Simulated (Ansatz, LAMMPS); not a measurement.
**Amorphous TiO2 at 3.34 g/cm^3 (84 atoms): geometry optimisation**

How does amorphous TiO2 at 3.34 g/cm^3 (84 atoms) relax, and what do bonds, charges and levels look like afterwards?

Method: Kohn-Sham DFT, PBE, PAW (set soft_2), plane waves, in Ansatz 0.2.0.

## (1) The starting structure

The cell holds 84 atoms: 28 Ti and 56 O. Cell: a = 10.363 Å, b = 10.363 Å, c = 10.363 Å, α = 90.0°, β = 90.0°, γ = 90.0°. 84 atoms (28 Ti, 56 O) placed at random at 3.34 g/cm³, melted at 5000 K for 10 ps at fixed volume with the Morse and Coulomb pair potential with partial charges (Pedone, Malavasi, Menziani, Cormack and Segre, J. Phys. Chem. B 110, 11780 (2006)). Quenched from 5000 K to 300 K at 50 K/ps and fixed volume, held 5 ps, then minimised at fixed cell. The density is one point of a scan and needn't be that of the real material.

What the set-up can't give: The quench rate of 50 K/ps is many orders above laboratory rates, so the cell is likely richer in defects and strain than a real sample. The network of bonds at the start is that of the classical potential that made the cell. Only the Γ point is sampled in the main run, in a cell whose shortest periodic width is 10 Å.

## (2) Making the structure

A classical potential supplies the starting structure, since it reaches far longer times than DFT.

This step: classical MD, Morse and Coulomb pair potential with partial charges (Pedone, Malavasi, Menziani, Cormack and Segre, J. Phys. Chem. B 110, 11780 (2006)) (LAMMPS 22 Jul 2025 - Update 4).

in.lmp

```
# melt-quench of Ti28O56
units metal
atom_style charge
boundary p p p
region box block 0 10.3626 0 10.3626 0 10.3626
create_box 2 box
mass 1 47.8670   # Ti
mass 2 15.9990   # O
create_atoms 1 random 28 34533 NULL overlap 1.5 maxtry 2000
create_atoms 2 random 56 34540 NULL overlap 1.5 maxtry 2000
pair_style hybrid/overlay pedone 5.5 coul/long 8.0
pair_coeff * * coul/long
pair_coeff 1 2 pedone 0.024235 2.254703 2.708943 1   # Ti-O
pair_coeff 2 2 pedone 0.042395 1.379316 3.618701 22   # O-O
set type 1 charge 2.4
set type 2 charge -1.2
kspace_style pppm 1.0e-4
neigh_modify delay 0 every 1 check yes
thermo_style custom step time temp pe press density
thermo_modify norm yes
timestep 0.002
thermo 100
min_style cg
minimize 1e-4 1e-4 200 2000
reset_timestep 0
velocity all create 5000 34534 mom yes dist gaussian
fix lim all nve/limit 0.05
fix lan all langevin 5000 5000 0.2 34535 zero yes
thermo 500
run 1000 post no
unfix lim
unfix lan
thermo 833
fix md all nvt temp 5000 5000 0.2
run 5000 post no
unfix md
thermo 4700
fix md all nvt temp 5000 300 0.2
run 47000 post no
unfix md
thermo 1250
fix md all nvt temp 300 300 0.2
run 2500 post no
unfix md
thermo 100
min_style cg
minimize 0 1e-3 2000 20000
write_dump all custom glass.dump id type xs ys zs modify sort id
```

The run is started by

```
> lmp -in in.lmp -log none -nocite
```

Numbers of over 12 decimals in the logs are rounded to 6 here.

What it wrote:

```text
LAMMPS (22 Jul 2025 - Update 4)
Created orthogonal box = (0 0 0) to (10.3626 10.3626 10.3626)
Created 28 atoms
Created 56 atoms
PPPM initialization ...
  G vector (1/distance) = 0.38704006
  grid = 12 12 12
  estimated relative force accuracy = 5.4276977e-05
   Step          Time           Temp          PotEng         Press         Density
         0   0              0             -1.4872716      808435.78      3.337009
        76   0.152          0             -15.37899       35933.756      3.337009
Loop time of 0.0523609 s on 1 MPI rank(s) for 76 steps with 84 atoms
Minimization stats:
  Stopping criterion = energy tolerance
  Energy initial, next-to-last, final =
     -1.48727160354398  -15.3780033363857  -15.3789898228627
  Force two-norm initial, final = 301.80258 2.1108171
  Iterations, force evaluations = 76 97
   Step          Time           Temp          PotEng         Press         Density
[... 12 lines left out ...]
[... 1 line left out ...]
Loop time of 2.21427 s on 1 MPI rank(s) for 5000 steps with 84 atoms
   Step          Time           Temp          PotEng         Press         Density
[... 12 lines left out ...]
Loop time of 19.6945 s on 1 MPI rank(s) for 47000 steps with 84 atoms
   Step          Time           Temp          PotEng         Press         Density
[... 2 lines left out ...]
     55000   110            315.55491     -15.446689      34499.458      3.337009
     55500   111            292.43514     -15.448711      38912.31       3.337009
Loop time of 0.965803 s on 1 MPI rank(s) for 2500 steps with 84 atoms
   Step          Time           Temp          PotEng         Press         Density
     55500   111            292.43514     -15.448711      38912.31       3.337009
     55517   111.034        292.43514     -15.488764      35482.725      3.337009
Loop time of 0.0328833 s on 1 MPI rank(s) for 17 steps with 84 atoms
Minimization stats:
  Stopping criterion = linesearch alpha is zero
  Energy initial, next-to-last, final =
     -15.4487105842445  -15.4887642722027  -15.4887642722027
  Force two-norm initial, final = 12.281818 0.25694106
  Iterations, force evaluations = 17 65
```

Wall time 23 s (1 thread of Arm Neoverse V1, shared host); peak memory 0.072 GiB.

## (3) Single point at the start

A single point comes first, to see the forces before anything moves.

input.yaml

```yaml
crystal:
  lattice:
    - [10.3626, 0.0, 0.0]
    - [0.0, 10.3626, 0.0]
    - [0.0, 0.0, 10.3626]
  atoms:
    - { symbol: Ti, position: [0.33803, 0.78988, 0.58324] }
    - { symbol: Ti, position: [0.76353, 0.05418, 0.15627] }
    - { symbol: Ti, position: [0.72997, 0.76565, 0.0063] }
    - { symbol: Ti, position: [0.03282, 0.89295, 0.49608] }
    - { symbol: Ti, position: [0.26083, 0.28972, 0.03103] }
    - { symbol: Ti, position: [0.25995, 0.08523, 0.22253] }
    - { symbol: Ti, position: [0.8611, 0.68045, 0.32978] }
    - { symbol: Ti, position: [0.58711, 0.87881, 0.37268] }
    - { symbol: Ti, position: [0.78292, 0.30746, 0.71693] }
    - { symbol: Ti, position: [0.39234, 0.65085, 0.29736] }
    - { symbol: Ti, position: [0.36999, 0.07881, 0.55617] }
    - { symbol: Ti, position: [0.99464, 0.14054, 0.91787] }
    - { symbol: Ti, position: [0.57913, 0.58968, 0.65991] }
    - { symbol: Ti, position: [0.31168, 0.38204, 0.60991] }
    - { symbol: Ti, position: [0.67436, 0.15351, 0.43492] }
    - { symbol: Ti, position: [0.44926, 0.34496, 0.30269] }
    - { symbol: Ti, position: [0.99452, 0.19469, 0.36075] }
    - { symbol: Ti, position: [0.72348, 0.45301, 0.16299] }
    - { symbol: Ti, position: [0.10515, 0.78064, 0.19957] }
    - { symbol: Ti, position: [0.52287, 0.42827, 0.90784] }
    - { symbol: Ti, position: [0.42052, 0.73025, 0.90297] }
    - { symbol: Ti, position: [0.75104, 0.89255, 0.65666] }
    - { symbol: Ti, position: [0.8457, 0.45799, 0.49045] }
    - { symbol: Ti, position: [0.01994, 0.48734, 0.08935] }
    - { symbol: Ti, position: [0.02009, 0.82315, 0.8686] }
    - { symbol: Ti, position: [0.03941, 0.5324, 0.74942] }
    - { symbol: Ti, position: [0.27779, 0.00672, 0.8663] }
    - { symbol: Ti, position: [0.59886, 0.11258, 0.87045] }
    - { symbol: O, position: [0.0533, 0.79421, 0.03506] }
    - { symbol: O, position: [0.48063, 0.79356, 0.26244] }
    - { symbol: O, position: [0.0792, 0.70258, 0.76287] }
    - { symbol: O, position: [0.57122, 0.79408, 0.95073] }
    - { symbol: O, position: [0.88613, 0.20482, 0.80593] }
    - { symbol: O, position: [0.88131, 0.38627, 0.11724] }
    - { symbol: O, position: [0.29633, 0.84267, 0.92196] }
    - { symbol: O, position: [0.98371, 0.62011, 0.20374] }
    - { symbol: O, position: [0.84628, 0.7995, 0.8797] }
    - { symbol: O, position: [0.00541, 0.52231, 0.92044] }
    - { symbol: O, position: [0.9098, 0.08515, 0.05279] }
    - { symbol: O, position: [0.97014, 0.35127, 0.42368] }
    - { symbol: O, position: [0.34829, 0.37493, 0.43934] }
    - { symbol: O, position: [0.11829, 0.25549, 0.92836] }
    - { symbol: O, position: [0.47656, 0.50912, 0.25537] }
    - { symbol: O, position: [0.52606, 0.15476, 0.53683] }
    - { symbol: O, position: [0.61131, 0.38854, 0.05383] }
    - { symbol: O, position: [0.18239, 0.81135, 0.50966] }
    - { symbol: O, position: [0.69208, 0.00551, 0.77137] }
    - { symbol: O, position: [0.36142, 0.25083, 0.18678] }
    - { symbol: O, position: [0.17718, 0.42492, 0.10372] }
    - { symbol: O, position: [0.23706, 0.67516, 0.23658] }
    - { symbol: O, position: [0.92245, 0.88268, 0.62899] }
    - { symbol: O, position: [0.83612, 0.14033, 0.30341] }
    - { symbol: O, position: [0.41648, 0.71765, 0.72539] }
    - { symbol: O, position: [0.18956, 0.92874, 0.22452] }
    - { symbol: O, position: [0.44124, 0.05977, 0.84562] }
    - { symbol: O, position: [0.26445, 0.09206, 0.03251] }
    - { symbol: O, position: [0.77166, 0.87941, 0.1299] }
    - { symbol: O, position: [0.29032, 0.21321, 0.63697] }
    - { symbol: O, position: [0.77301, 0.25004, 0.55223] }
    - { symbol: O, position: [0.6869, 0.49172, 0.56393] }
    - { symbol: O, position: [0.46063, 0.90134, 0.50419] }
    - { symbol: O, position: [0.90069, 0.43995, 0.68332] }
    - { symbol: O, position: [0.39893, 0.65872, 0.47386] }
    - { symbol: O, position: [0.7798, 0.50749, 0.32131] }
    - { symbol: O, position: [0.29356, 0.95767, 0.67574] }
    - { symbol: O, position: [0.63662, 0.27508, 0.80785] }
    - { symbol: O, position: [0.97848, 0.8237, 0.33834] }
    - { symbol: O, position: [0.73787, 0.61685, 0.09182] }
    - { symbol: O, position: [0.65322, 0.10138, 0.0302] }
    - { symbol: O, position: [0.92252, 0.61744, 0.48457] }
    - { symbol: O, position: [0.44982, 0.46093, 0.67878] }
    - { symbol: O, position: [0.6102, 0.289, 0.32872] }
    - { symbol: O, position: [0.11416, 0.18504, 0.23998] }
    - { symbol: O, position: [0.7143, 0.76091, 0.36942] }
    - { symbol: O, position: [0.71536, 0.98189, 0.50666] }
    - { symbol: O, position: [0.38747, 0.32046, 0.92073] }
    - { symbol: O, position: [0.63514, 0.53882, 0.82205] }
    - { symbol: O, position: [0.1751, 0.46483, 0.67175] }
    - { symbol: O, position: [0.08261, 0.99393, 0.85589] }
    - { symbol: O, position: [0.41955, 0.57092, 0.95595] }
    - { symbol: O, position: [0.66249, 0.74564, 0.6473] }
    - { symbol: O, position: [0.61981, 0.03008, 0.29119] }
    - { symbol: O, position: [0.03605, 0.06307, 0.46617] }
    - { symbol: O, position: [0.32089, 0.08606, 0.38748] }
kpoints:
  mp_grid: { grid: [1, 1, 1] }
hamiltonian:
  xc: pbe
scf:
  occupations: { method: fermi_dirac, width: 0.025 }
output:
  forces: true
```

The run is started by

```
> ansatz run input.yaml --threads 4 --pin off --max-ram 8192MiB --backend cpu --events-out ev --progress --plain --runs-dir out
```

What it wrote:

```text
Engine: ansatz 0.2.0, aarch64-unknown-linux-gnu
Pseudopotentials: kind: paw
Pseudopotential: Ti, paw, valence charge 12, recommended cutoff 420 eV (normal), Ti.paw.azcp
Pseudopotential: O, paw, valence charge 6, recommended cutoff 420 eV (normal), O.paw.azcp
[... 5 lines on functional and potentials left out ...]
Crystal: 84 atoms, lattice volume = 1112.772 Å³
Basis set: ecut = 420 eV, 21823 PW (Γ), exchange–correlation on 144×144×144 points (8 copies of the dense FFT grid, shifted against one another)
Bands: 420, of which v1, the nominal top of the filled ones, is band 336 counted from 1 (335 counted from 0)
Symmetry: 1 space group operations
Space group: P1 (ITA 1), of the structure as read, at distance tolerance 1.0e-4 Å
k-points: 1
[... 5 lines on functional and potentials left out ...]
Initial density: superposition of atomic densities (neutral atoms: chi_scale 0, normalization atom), corrected by the library's trained network
Initial wavefunctions: pseudopotential atomic-orbital guess
Functional: x = pbe(κ = 0.804, μ = 0.219515), c = pbe(β = 0.066725)
SCF iter   1: F=—  HF=-101871.881662 eV  |F-HF|=—  |Δ(HF+E_count)|=         —  Δρ=4.32e-3  dr2=1.99e-1  ethr=1.77e-3  ⟨swp⟩=4.0  Hψ=1535  notcnv=0  defer=42
preconditioner: auto → Resta (q_TF=auto, 2.508 Å⁻¹)  ε∞=6.6  [insulator: Δε(μ)=2.747 eV  Ē_g=9.991 eV  σ=0.025 eV  W_gap=1.00  n_scr=304 (ndim 8)  ℏωp=23.6 eV  f_vac=0.139  D(μ)=0.00/eV (n_scr^D=0)  ε∞_Penn≈6.6]
SCF iter   2: F=—  HF=-101871.865586 eV  |F-HF|=—  |Δ(HF+E_count)|=   1.61e-2  Δρ=2.19e-3  dr2=3.43e-2  ethr=2.97e-5  ⟨swp⟩=2.0  Hψ=557  notcnv=0  defer=78
SCF iter   3: F=—  HF=-101871.867876 eV  |F-HF|=—  |Δ(HF+E_count)|=   2.29e-3  Δρ=1.09e-3  dr2=1.32e-2  ethr=5.11e-6  ⟨swp⟩=2.0  Hψ=518  notcnv=0  defer=47
automatic band count: iteration 3 solves 389 bands in place of 420: the levels show a gap, and the empty bands left out lie too high to hold charge; the band table lists the bands solved (type scf.n_extra_bands for more)
SCF iter   4: F=—  HF=-101871.869393 eV  |F-HF|=—  |Δ(HF+E_count)|=   1.52e-3  Δρ=4.12e-4  dr2=2.70e-3  ethr=1.96e-6  ⟨swp⟩=2.0  Hψ=515  notcnv=0  defer=47
SCF iter   5: F=—  HF=-101871.869451 eV  |F-HF|=—  |Δ(HF+E_count)|=   5.80e-5  Δρ=2.04e-4  dr2=5.79e-4  ethr=4.01e-7  ⟨swp⟩=2.0  Hψ=512  notcnv=0  defer=47
SCF iter   6: F=—  HF=-101871.869587 eV  |F-HF|=—  |Δ(HF+E_count)|=   1.36e-4  Δρ=1.23e-4  dr2=2.01e-4  ethr=8.62e-8  ⟨swp⟩=2.0  Hψ=513  notcnv=0  defer=47
SCF iter   7: F=—  HF=-101871.869654 eV  |F-HF|=—  |Δ(HF+E_count)|=   6.70e-5  Δρ=4.70e-5  dr2=2.92e-5  ethr=2.99e-8  ⟨swp⟩=2.0  Hψ=657  notcnv=0  defer=47
SCF iter   8: F=—  HF=-101871.871767 eV  |F-HF|=—  |Δ(HF+E_count)|=   2.11e-3  Δρ=2.68e-5  dr2=9.53e-6  ethr=4.35e-9  ⟨swp⟩=2.0  Hψ=725  notcnv=0  defer=47
SCF iter   9: F=—  HF=-101871.871771 eV  |F-HF|=—  |Δ(HF+E_count)|=   3.48e-6  Δρ=1.19e-5  dr2=2.02e-6  ethr=1.42e-9  ⟨swp⟩=2.0  Hψ=526  notcnv=0  defer=47
SCF iter  10: F=—  HF=-101871.871772 eV  |F-HF|=—  |Δ(HF+E_count)|=   7.64e-7  Δρ=6.14e-6  dr2=5.57e-7  ethr=3.01e-10  ⟨swp⟩=2.0  Hψ=526  notcnv=0  defer=47
SCF iter  11: F=—  HF=-101871.871772 eV  |F-HF|=—  |Δ(HF+E_count)|=   1.65e-7  Δρ=3.04e-6  dr2=1.35e-7  ethr=8.30e-11  ⟨swp⟩=2.0  Hψ=552  notcnv=0  defer=47
SCF iter  12: F=-101871.871772 eV  HF=-101871.871772 eV  |F-HF|=7.49e-9  |Δ(HF+E_count)|=   7.32e-8  Δρ=1.86e-6  dr2=5.21e-8  ethr=1.49e-11  ⟨swp⟩=4.0  Hψ=1065  notcnv=0
SCF 1 converged in 12 iterations: F = -101871.871772 eV  dr2 = 5.21e-8
  greatest PAW one-centre occupation: 0.999 electrons in one spin orbital (limit 2), on the Ti atom at site 14 (counted from 0), in its partial waves of l = 0
SCF converged after 12 iterations
Free energy (F): -101871.871772 eV
Harris-Foulkes:  -101871.871772 eV  (|F-HF|=7.49e-9)
Internal energy: -101871.871772 eV  (E = F + TS)
E sigma→0 (E₀):  -101871.871772 eV
Fermi energy:    6.752538 eV
--- Per-component energies (eV) ---
  E_band       = -7544.313072
  E_kinetic    = 17516.778428
  E_local      = -59098.082034  (includes V_loc(G=0)·N_el)
  E_nonlocal   = 2790.957382
  E_hartree    = 23342.056016
  E_xc         = -6890.581144
  E_vxc        = -8722.844456  (∫ρ·V_xc dr)
  E_paw        = -38143.536847  (= ΣΔE_a)
  E_vpaw       = -6715.378798  (= ΣTr[D̂ρ^β])
  E_aug_tail   = 0.140185  (compensation charges beyond the density's cutoff)
  E_ewald      = -41389.603757
  E_smearing   = -0.000000  (= −TS)
  E_closure    = -0.000000  (closes the sum)
  Σ components = -101871.871772   (vs F -101871.871772, Δ=0.00e0)
--- Forces (eV/Å), atoms counted from 1 ---
  atom   1  Ti     1.49064031     0.88959923    -0.54379950
  atom   2  Ti     0.17759253    -0.93766821    -0.41431756
  atom   3  Ti     0.31579850     0.08595110     0.21891454
  atom   4  Ti    -0.44604477     0.37527018    -0.51729222
  atom   5  Ti     0.26177702    -0.90383433     0.08712556
  atom   6  Ti    -0.40845263     0.66916557     0.59178570
  atom   7  Ti    -0.19712120    -0.78299208     0.53657409
  atom   8  Ti    -0.22731521     0.62442454     0.80539484
  atom   9  Ti    -0.01435314     0.20801104    -0.72316297
  atom  10  Ti     0.66681749     0.90362601     1.69411754
  atom  11  Ti     0.42658572    -0.39191222    -0.73205805
  atom  12  Ti     0.76686125    -0.98747102     0.43409734
  atom  13  Ti     0.17581968    -0.76402389     0.65534977
  atom  14  Ti     1.63395122    -0.53783956    -0.60455416
[...]
atom  83  O      0.58667700     0.02716898     0.80527023
  atom  84  O     -0.04676372     0.03053692     0.10562736
  max |Σ_I F_I| component: 3.46e-5 eV/Å
```

It took 16 s on 4 threads of Arm Neoverse V1, shared host; peak memory 1.5 GiB; 61 s of CPU time.

Read from the output:

```yaml
free_energy: -101871.8718 eV
free_energy_per_atom: -1212.7604 eV/atom
scf_cycles: 12
r_m_s_force_component: 0.6572 eV/Å
longest_force: 2.856 eV/Å
fermi_energy: 6.753 eV
```

The r.m.s. force component of 0.66 eV/Å sets the starting point.

Neighbours are counted within 2.64 Å (O-Ti).

Length of the force by element and coordination:

| element | coordination | atoms | mean length of the force (eV/Å) | spread | least | most |
| --- | --- | --- | --- | --- | --- | --- |
| O | all | 56 | 0.979 | 0.490 | 0.119 | 2.86 |
| O | 2 | 40 | 1.06 | 0.512 | 0.119 | 2.86 |
| O | 3 | 16 | 0.771 | 0.355 | 0.242 | 1.60 |
| Ti | all | 28 | 1.15 | 0.421 | 0.394 | 2.15 |
| Ti | 4 | 15 | 1.18 | 0.506 | 0.394 | 2.15 |
| Ti | 5 | 10 | 1.05 | 0.275 | 0.693 | 1.82 |
| Ti | 6 | 3 | 1.33 | 0.222 | 1.03 | 1.56 |

(Continued in part 2 of 4.)

[Logs are printed without paths, hosts, clocks, repeated set-up lines and the standing remarks that a program may print on its own settings, such as how far it seeks lower states.]

[Hosts, paths, dates, database ids (printed as entryN), source tags and the programs' standing remarks are cut or masked in the printed files.]
